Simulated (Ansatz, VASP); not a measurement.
**Two plane-wave programs on C18O**

```
C O
1.0
     7.39800    0.00000    0.00000
    -3.69900    6.40686    0.00000
     0.00000    0.00000   11.00000
C O
18 1
Direct
  0.99622 0.00165 0.08213
  0.21627 0.11198 0.08215
  0.99432 0.33294 0.08356
  0.21730 0.44377 0.08777
  0.99522 0.66990 0.08777
  0.21821 0.78073 0.08358
  0.32819 0.00069 0.08266
  0.55140 0.11203 0.08213
  0.32314 0.33210 0.09004
  0.54784 0.44006 0.11376
  0.33036 0.66989 0.08777
  0.54787 0.78157 0.09001
  0.66112 0.00169 0.08212
  0.88432 0.11298 0.08264
  0.66467 0.33216 0.09004
  0.88215 0.44377 0.08778
  0.66463 0.67361 0.11372
  0.88936 0.78153 0.09000
  0.60627 0.55688 0.22766
```

Alike in both runs: functional PBE; k mesh 2 × 2 × 1; occupations fermi-dirac, width 0.05 eV; collinear spin.

Ansatz relaxed the structure, and its values are those at the end. VASP's run is a single point on that final structure, the one shown.

|  | VASP | Ansatz |
| --- | --- | --- |
| version | VASP 6.6.1 | Ansatz 0.2.0 |
| potentials or method | VASP PAW PBE potentials, release 64 (C, O) | scalar-relativistic, plane waves, PAW |
| plane-wave cutoff (eV) | 520 | 420 |
| valence electrons in the cell | 78 | 78 |

|  | VASP | Ansatz | Ansatz less VASP |
| --- | --- | --- | --- |
| rms of the force components (eV/Å) | 0.059 | 0.005 | -0.0541 |
| net moment per atom (μB) | 0.00 | 0.00 | 0.000 |

Ansatz warned: «seeded_moment_not_kept».

Caveats: the k mesh is coarse (spacing up to 0.49 Å⁻¹), so the values aren't converged.
